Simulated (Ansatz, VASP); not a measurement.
## Two plane-wave programs on MgO

Contents of INCAR:

```
SYSTEM = MgO
ALGO = Normal ; EDIFF = 1E-6
ENCUT = 520 ; GGA = PE
ISIF = 2 ; ISMEAR = 0
LASPH = .TRUE. ; LCHARG = .TRUE.
LELF = .TRUE. ; LREAL = .FALSE.
LVHAR = .TRUE. ; LWAVE = .FALSE.
NBANDS = 11 ; NELM = 80
PREC = Accurate ; SIGMA = 0.05
```

File KPOINTS:

```
k-points
0
G
  14 14 14
  0 0 0
```

Contents of POSCAR:

```
MgO
1.0
    0.0000000000      2.1351491430      2.1351491430
    2.1351491430      0.0000000000      2.1351491430
    2.1351491430      2.1351491430      0.0000000000
Mg O
1 1
Direct
    0.0000000000      0.0000000000      0.0000000000
    0.5000000000      0.5000000000      0.5000000000
```

Input for Ansatz:

```yaml
crystal:
  lattice:
    - [0.0, 2.135149143, 2.135149143]
    - [2.135149143, 0.0, 2.135149143]
    - [2.135149143, 2.135149143, 0.0]
  atoms:
    - { symbol: Mg, position: [0.0, 0.0, 0.0] }
    - { symbol: O, position: [0.5, 0.5, 0.5] }
basis:
  ecutwfc: 420
  ecutrho_ratio: 4
kpoints:
  mp_grid: { grid: [14, 14, 14] }
hamiltonian:
  xc: pbe
scf:
  occupations: { method: gaussian, width: 0.05 }
output:
  forces: true
  stress: true
  eigenvalues: true
```

Alike in both runs: task single point; functional PBE; k mesh 14 × 14 × 14; occupations gaussian, width 0.05 eV; no spin polarisation.

```csv
,VASP,Ansatz
version,VASP 6.6.1,Ansatz 0.2.0
potentials or method,"VASP PAW PBE potentials, release 64 (Mg, O)","scalar-relativistic, plane waves, PAW"
plane-wave cutoff (eV),520,420
valence electrons in the cell,8,16
```

```tsv
	VASP	Ansatz	Ansatz less VASP
gap on the k mesh at the Fermi level (eV)	4.34	4.35	+0.017
least direct gap on the mesh (eV)	4.34	4.35	+0.017
pressure (GPa)	-2.4	-1.7	+0.75
```

The two sets of potentials don't hold the same shells in valence.

A k mesh can miss the band edges.
